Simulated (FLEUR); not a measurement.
# Fe: single point with PBEsol

The system is Fe.

```
CELL_PARAMETERS angstrom
2.43416 0.00000 0.00000
-1.21708 2.10804 0.00000
0.00000 0.00000 3.84193
ATOMIC_POSITIONS crystal
Fe 0.66667 0.33333 0.75000
Fe 0.33333 0.66667 0.25000
```

This isn't the form of Fe at room conditions, which is bcc.

| Item | Value |
| --- | --- |
| Program | FLEUR MaX-R8.1 (later development tree) |
| Task | single point |
| Functional | PBEsol |
| Potentials or basis | all-electron |
| Basis | FLAPW |
| Kmax | 4.85 1/bohr |
| k mesh | 12 × 12 × 7 |
| Occupations | fermi-dirac, width 0.05 eV |
| Spin | collinear spin, ferromagnetic start |
| Starting moments | [3.0, 3.0] μB |
| Gmax | 15 1/bohr |
| Muffin-tin radii | Fe 2.02 bohr |
| lmax | Fe 8 |
| lnonsphr | Fe 8 |
| Local orbitals a species | Fe 5 |
| Max iterations | 60 |
| Mixing factor | 0.05 |
| Mixer | Anderson |
| Mixer history | 15 |
| Density convergence | 1e-05 me/bohr^3 |

| Property | Result |
| --- | --- |
| Band gap on the k mesh | none (metal or under the smearing width) |
| Net moment | 0.00 μB per cell |
| Valence electrons inside the program's atomic spheres | Fe 14.30 (radii Fe 2.02 bohr) |

Levels at points of the mesh, in eV from the Fermi level:
Spin up:
| k point | band 12 | band 13 | band 14 | band 15 | band 16 | band 17 | band 18 | band 19 | band 20 | band 21 |
| --- | --- | --- | --- | --- | --- | --- | --- | --- | --- | --- |
| (0.00, 0.00, 0.00) | -1.78 | -1.63 | -1.28 | -1.28 | -0.92 | -0.92 | 0.42 | 0.75 | 0.75 | 9.07 |
| (0.00, 0.50, 0.00) | -2.23 | -2.10 | -1.63 | -1.15 | 0.85 | 1.10 | 1.15 | 2.76 | 4.95 | 11.45 |
Spin down:
```csv
k point,band 13,band 14,band 15,band 16,band 17,band 18,band 19,band 20
"(0.00, 0.00, 0.00)",-1.63,-1.28,-1.28,-0.92,-0.92,0.42,0.75,0.75
"(0.00, 0.50, 0.00)",-2.10,-1.63,-1.15,0.85,1.10,1.15,2.76,4.95
```

Core levels (eV from the Fermi level):
| atom | levels |
| --- | --- |
| 1 Fe | 1s1/2 -6983.5, 2s1/2 -812.0, 2p1/2 -699.5, 2p3/2 -687.1 |
| 2 Fe | 1s1/2 -6983.5, 2s1/2 -812.0, 2p1/2 -699.5, 2p3/2 -687.1 |

It took 4.5 min on 1 thread of Arm Neoverse V2 (shared host), peak memory 0.07 GiB.

Caveat: the starting moments collapsed, and a magnetic state may lie lower.
